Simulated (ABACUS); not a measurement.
## Ni: relaxation of cell and atoms with HLE16

Ni:

```
CELL_PARAMETERS angstrom
0.00000 1.73757 1.73757
1.73757 0.00000 1.73757
1.73757 1.73757 0.00000
ATOMIC_POSITIONS crystal
Ni 0.00000 0.00000 0.00000
```

| Quantity | Value |
| --- | --- |
| Program | ABACUS 3.10.1 |
| Task | relaxation of cell and atoms |
| Functional | HLE16 |
| Potentials or basis | PseudoDojo NC SR 0.5 PBE standard |
| Cutoff | 1333 eV |
| Density cutoff | 5333 eV |
| Basis | plane waves |
| k mesh | 10 × 10 × 10 |
| Occupations | fermi-dirac, width 0.05 eV |
| Spin | collinear spin, ferromagnetic start |
| Starting moments | [1.0] μB |
| Max steps of the relaxation | 60 |
| Force threshold | 0.02 eV/Å |
| Optimiser | cg |
| Stress threshold | 0.5 kbar |
| Radial cutoff of the potentials (pseudo_rcut) | 10 bohr |
| SCF threshold on the density | 1e-08 |
| Max SCF steps | 100 |
| Eigensolver | dav |
| Mixing | broyden |
| Mixing share | 0.4 |
| Symmetry key | 1 |

```yaml
Relaxed_volume: 9.18 Å³/atom
Relaxed_cell: a = 2.350 Å, b = 2.350 Å, c = 2.350 Å, α = 60.00°, β = 60.00°, γ = 60.00°
Space_group_after_relaxing_to_0.05_Å: Fm-3m (No. 225)
Energy_gained_by_relaxing: 102.7 meV/atom
Ionic_steps: 13
Pressure_after_relaxing: 0.0 GPa
Band_gap_on_the_k_mesh: none (metal or under the smearing width)
Net_moment: 0.00 μB per cell
Absolute_moment: 0.00 μB per cell
```

The path:
| step | energy change (eV) | largest force (eV/Å) | pressure (GPa) | volume (Å³) |
| --- | --- | --- | --- | --- |
| 1 | 0.0000 | 0.0000 | -21.89 | 10.49 |
| 2 | -0.0442 | 0.0000 | 26.13 | 8.39 |
| 3 | -0.1027 | 0.0000 | -0.35 | 9.19 |
| 4 | -0.1027 | 0.0000 | -0.11 | 9.18 |
| 5 | -0.1027 | 0.0000 | -0.07 | 9.18 |
| 6 | -0.1027 | 0.0000 | -0.08 | 9.18 |
| 7 | -0.1027 | 0.0000 | -0.07 | 9.18 |
| 8 | -0.1027 | 0.0000 | -0.07 | 9.18 |
| 9 | -0.1027 | 0.0000 | -0.06 | 9.18 |
| 10 | -0.1027 | 0.0000 | -0.07 | 9.18 |
| 11 | -0.1027 | 0.0000 | -0.08 | 9.18 |
| 12 | -0.1027 | 0.0000 | -0.08 | 9.18 |
| 13 | -0.1027 | 0.0000 | -0.02 | 9.18 |

Final structure:
```
CELL_PARAMETERS angstrom
0.00000 1.66205 1.66205
1.66205 0.00000 1.66205
1.66205 1.66205 0.00000
ATOMIC_POSITIONS crystal
Ni 0.00000 0.00000 0.00000
```

Levels at points of the mesh, in eV from the Fermi level:
Spin up:
| k point | band 7 | band 8 | band 9 | band 10 | band 11 |
| --- | --- | --- | --- | --- | --- |
| (0.00, 0.00, 0.00) | -2.12 | -2.12 | -0.87 | -0.87 | 26.46 |
| (0.50, 0.50, 0.50) | -2.17 | -0.03 | -0.03 | 0.89 | 8.20 |
| (0.50, 0.50, 0.00) | -0.04 | 0.17 | 0.17 | 4.24 | 11.81 |
Spin down:
```csv
k point,band 6,band 7,band 8,band 9,band 10,band 11
"(0.00, 0.00, 0.00)",-2.12,-2.12,-2.12,-0.87,-0.87,26.46
"(0.50, 0.50, 0.50)",-2.17,-2.17,-0.03,-0.03,0.89,8.20
"(0.50, 0.50, 0.00)",-4.21,-0.04,0.17,0.17,4.24,11.81
```

Wall time 77 s on 4 MPI ranks on AMD EPYC 7R13 Processor (Zen 3) (shared host), peak memory 0.36 GiB a rank.

Caveat: the potentials were made for a functional far from this one; the potentials were made for another functional, which shifts forces and pressure.
